A process engineer wants to model a thin layer of mercury telluride on a cadmium telluride substrate, as used in quantum wells. The crystal's cell must be right first, because strain shifts the electronic bands. Five density functionals were applied to one and the same cell, with the atoms held in place.

SIESTA 5.4.2, Kohn-Sham DFT with pseudopotentials and a DZP basis of numerical atomic orbitals, for HgTe (F-43m, conventional cubic edge 6.429 Å) in one fixed cell. All runs use a 7 × 7 × 7 k mesh, an 800 Ry mesh cutoff and Fermi-Dirac smearing of 0.05 eV, without spin polarisation or spin-orbit coupling. Pressure is positive in compression.

```
functional                                                                potentials  pressure (GPa)
       LDA  PseudoDojo-0.4-standard,-converted-to PSML,-two-zetas-on-semicore-shells           0.780
       PBE                                PseudoDojo-0.4-standard, converted-to-PSML           5.930
    PBEsol  PseudoDojo-0.4-standard,-converted-to PSML,-two-zetas-on-semicore-shells           2.480
      BLYP  PseudoDojo-0.4-standard,-converted-to PSML,-two-zetas-on-semicore-shells           8.560
      VV10                                                PseudoDojo-0.4-standard-NC           6.230
```

**(a) What does the pressure say about each functional, and why do the functionals differ?**

*Solution.* A positive pressure means that the crystal is squeezed and would grow if released. As calculated, all five functionals therefore prefer a larger cell than the one given, LDA by the least and BLYP by the most. For LDA the pressure is so small that the basis error described in (c) could change its sign. LDA, PBEsol and BLYP share their basis settings, so no change of basis settings enters the steps between them: 1.70 GPa from LDA to PBEsol and 6.08 GPa from there to BLYP. PBE and VV10 were run with another basis, and their distance from the other three contains a basis effect of unknown size.

Theory explains the order through two limits. In a perfectly uniform electron gas LDA is exact. In separate atoms the density is very uneven, and there LDA gives too little exchange energy; it makes atoms too unfavourable compared with the solid, and so binds the solid too tightly. A gradient correction to exchange lowers the energy wherever the density is uneven; the correction to correlation works the other way, but where the density is very uneven it is the weaker of the two. Stretching a crystal moves it towards separate atoms, so the gradient correction as a whole rewards expansion and raises the pressure at a fixed cell.

PBE has a gradient term strong enough to serve atoms, which is too strong for many heavy solids. PBEsol weakens it to suit the slowly varying density of a solid, and lands between LDA and PBE. BLYP is also built around atoms, and its correlation part misses the uniform-gas limit, so a large overexpansion is to be expected. The values of BLYP and VV10 are less clean than the others, because both were run with pseudopotentials made for PBE.

What matters is how the energy changes with volume, not how deep it is. From LDA to PBEsol the exchange energy deepens by about 25 eV and from PBEsol to BLYP by about 22 eV, yet the second step raises the pressure more than three times as much. The outputs do not split the pressure into its causes, so the mechanism rests on theory; the table only agrees with it.

**(b) How much too large would the cell become with PBE?**

*Solution.* Let $P$ be the pressure and $B$ the bulk modulus of the unsqueezed crystal, roughly 45 GPa. Solids stiffen when squeezed, typically by about 4 GPa for each GPa of pressure. Adding up the small volume changes on release gives the Murnaghan relation for the cell edge $a$:

$$\frac{a_{\text{released}}}{a_{\text{given}}}=\left(1+\frac{4P}{B}\right)^{1/12}$$

For PBE, $4\times5.93/45\approx0.53$, and $1.53^{1/12}\approx1.036$. The edge would grow by about 3.6 %. The real crystal's edge is only about half a percent larger than the given one, so PBE overshoots by roughly 3 %.

The same estimate puts LDA almost on the real edge, PBEsol about 1 % above it and BLYP about 4 % above. No relaxed cell is at hand to test these figures, and all of them carry the basis error described in (c). They are least secure for BLYP, where the correction for stiffening is large and the functional's own bulk modulus may well be lower than 45 GPa.

**(c) Which functional should be used for the layer, and what does it cost?**

*Solution.* The edges of the two tellurides differ by only about 0.3 %, which corresponds to a pressure of roughly 0.4 GPa. The step from LDA to PBEsol is already four times that. The choice of functional can thus shift the cell by more than the strain under study. For the strained layer it is safer to impose measured cell edges. An edge that has not been measured is better estimated from measured elastic constants than relaxed, because a functional that wants too large a cell would push it too far out.

Where a cell must be calculated, LDA and PBEsol are the candidates. The table does not decide between them. In every run the outer orbital of mercury was constructed in the potential of a deeper shell, which makes the absolute pressures uncertain. If all of them were about 1 GPa too high, the two functionals would be about equally far from the real edge; with a larger error of this sign, PBEsol would be the better one. A test with an improved basis should come before the choice.

PBE and VV10 differ by only 0.30 GPa, but their agreement is no sign of accuracy, since both overshoot by about 3 %. Nor is the small difference a pure effect of the functional, as VV10 was run with pseudopotentials made for PBE. VV10 also adds a non-local van der Waals term to the work, and for this cell it buys no improvement. LDA, PBEsol, PBE and BLYP cost nearly the same, so price is no reason to prefer one of them.

The bands need a different expense. All five runs give no gap, as befits a semimetal, so the gap does not rank the functionals. Spin-orbit coupling, which is strong in tellurium and reshapes the bands near the Fermi level, was left out. Including it doubles the size of the matrices and can make their diagonalisation about eight times as costly, but for band energies no change of functional replaces it. Nor is it enough by itself: functionals of the kinds used here are expected to make the gap of cadmium telluride much too small and to place the s-like level of mercury telluride too far below the p-like ones. Reliable band energies therefore call for a further step as well: a hybrid functional, at a much higher cost, or a cheaper potential made for band gaps, such as the modified Becke-Johnson one. The printed output below lists the steps and the estimated edges.

Numerical output:

```
Step LDA to PBEsol, same basis settings, GPa: 1.7
Step PBEsol to BLYP, same basis settings, GPa: 6.08
Step PBE to VV10, same basis settings, GPa: 0.3
Step PBEsol to PBE, basis settings differ, GPa: 3.45
Step VV10 to BLYP, basis settings differ, GPa: 2.33
Whole spread LDA to BLYP, GPa: 7.78
Pressure expected if the true edge is 0.5 percent larger, rough, GPa: 0.6939
Pressure that matches a 0.3 percent change of edge, rough, GPa: 0.4117
Step LDA to PBEsol over the mismatch pressure, rough ratio: 4.129
Step PBEsol to PBE over the mismatch pressure, rough ratio: 8.379
Rough extra cell edge wanted by each functional:
     row  pressure GPa  extra edge percent  excess over true edge percent
     LDA          0.78              0.5602                        0.06019
     PBE          5.93               3.591                          3.091
  PBEsol          2.48               1.674                          1.174
    BLYP          8.56               4.828                          4.328
    VV10          6.23               3.741                          3.241
Energies relative to LDA at the same cell:
     row  exchange eV  correlation eV
     LDA            0               0
     PBE       -42.59           28.81
  PBEsol       -25.36           22.45
    BLYP       -47.36           43.51
    VV10       -52.37           33.91
```
